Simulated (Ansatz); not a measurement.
# BN: zone-centre modes

Theory: DFT PBE+D3(BJ), scalar-relativistic, plane waves, PAW in Ansatz 0.2.0. Settings: plane waves to 420 eV, k-mesh 12×12×4 (Γ-centred), Gaussian smearing 0.05 eV. No spin polarisation.

The starting cell (relaxed at this level):

```
B N
1.0
     2.50644    0.00000    0.00000
    -1.25322    2.17064    0.00000
     0.00000    0.00000    6.61685
B N
2 2
Direct
  0.33333 0.66667 0.25000
  0.66667 0.33333 0.75000
  0.33333 0.66667 0.75000
  0.66667 0.33333 0.25000
```

Harmonic modes by finite displacements of 0.02 Å, without the LO–TO term.

Task: At this geometry, is the structure stable against these modes?

Result: Yes: no mode is imaginary beyond 10 cm⁻¹, and only the three translations lie near zero.

Task: List the wavenumbers in cm⁻¹.

Result: 0, 0, 0, 46, 46, 118, 742, 794, 1354, 1354, 1354, 1354.

Cost: 1 run of about 0.99 core-minutes, on Intel Xeon Processor @ 2.50GHz (Skylake/Cascade Lake) (shared hosts).